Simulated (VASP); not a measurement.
ZrN:

```
CELL_PARAMETERS angstrom
0.00000 2.29427 2.29427
2.29427 0.00000 2.29427
2.29427 2.29427 0.00000
ATOMIC_POSITIONS crystal
Zr 0.50000 0.50000 0.50000
N 0.00000 0.00000 0.00000
```

The cell is a database's computed one.

```yaml
Program: VASP 6.6.1
Task: relaxation of cell and atoms
Functional: PBEsol
Potentials_or_basis: VASP PAW PBE potentials, release 64 (Zr_sv, N)
Cutoff: 580 eV
k_mesh: 16 × 16 × 16
Occupations: gaussian, width 0.1 eV
Spin: no spin polarisation
```

At the start: pressure -5.8 GPa; volume 12.08 Å³/atom.

Task: How do energy, volume and symmetry change on relaxing?

Result: Over 4 steps the energy falls by 5.1 meV/atom and the volume is 11.80 Å³/atom (-2.3 %); space group Fm-3m (No. 225, to 0.05 Å).

The path:
```tsv
step	energy change (eV)	largest force (eV/Å)	pressure (GPa)	volume (Å³)
1	0.0000	0.0000	-5.83	24.15
2	0.0251	0.0000	12.20	22.65
3	-0.0101	0.0000	-0.07	23.62
4	-0.0101	0.0000	0.05	23.60
```

Final structure:
```
Zr N
1.0
     0.00000    2.27678    2.27678
     2.27678    0.00000    2.27678
     2.27678    2.27678    0.00000
Zr N
1 1
Cartesian
  2.2768 2.2768 2.2768
  2.2768 2.2768 0.0000
```

Caveat: the PAW data sets were made with another functional, which shifts forces and pressure a little.
